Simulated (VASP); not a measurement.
## AgCl (Chlorargyrite): single point with PBE

**The experiment to reproduce.**

From a printed reference work, data compilation, for a bulk crystal of AgCl: band gap 3.249 eV (indirect).

The system is AgCl (Chlorargyrite).

```
CELL_PARAMETERS angstrom
0.00000 2.80534 2.80534
2.80534 0.00000 2.80534
2.80534 2.80534 0.00000
ATOMIC_POSITIONS crystal
Ag 0.00000 0.00000 0.00000
Cl 0.50000 0.50000 0.50000
```

| Quantity | Value |
| --- | --- |
| Program | VASP 6.6.1 |
| Task | single point |
| Functional | PBE |
| Potentials or basis | VASP PAW PBE potentials, release 64 (Ag, Cl) |
| Cutoff | 520 eV |
| k mesh | 8 × 8 × 8 |
| Occupations | fermi-dirac, width 0.02 eV |
| Spin | no spin polarisation |

```yaml
Pressure: -0.1 GPa
Band_gap_on_the_k_mesh: 0.92 eV, indirect (least direct gap 3.08 eV)
```

Levels at points of the mesh, in eV from the valence-band top:
```tsv
k point	band 5	band 6	band 7	band 8	band 9	band 10	band 11	band 12	band 13	band 14
(0.00, 0.00, 0.00)	-2.27	-2.27	-2.18	-2.18	-2.18	0.92	10.87	10.87	10.87	12.43
(0.50, 0.00, 0.00)	-1.97	-1.97	-1.67	0.00	0.00	4.34	6.35	7.73	7.73	13.46
(0.50, 0.50, 0.00)	-2.60	-2.09	-1.86	-1.86	-1.80	2.44	8.08	8.52	11.34	11.34
```

Wall time 28 s on 1 thread of Intel(R) Xeon(R) Platinum 8488C (Sapphire Rapids) (shared host), peak memory 0.16 GiB.

A measured gap of AgCl is 3.249 eV (indirect; a printed reference work, data compilation); the calculated 0.92 eV misses it by -2.33 eV. So large a miss can be the level of theory's own, or it may mean another phase, state or a wrong row. Spin-orbit coupling on Ag is left out. The value is that of PBE on a finite k mesh, which can miss the band edges, without temperature or zero-point motion. Semilocal functionals fall short of measured gaps as a rule.
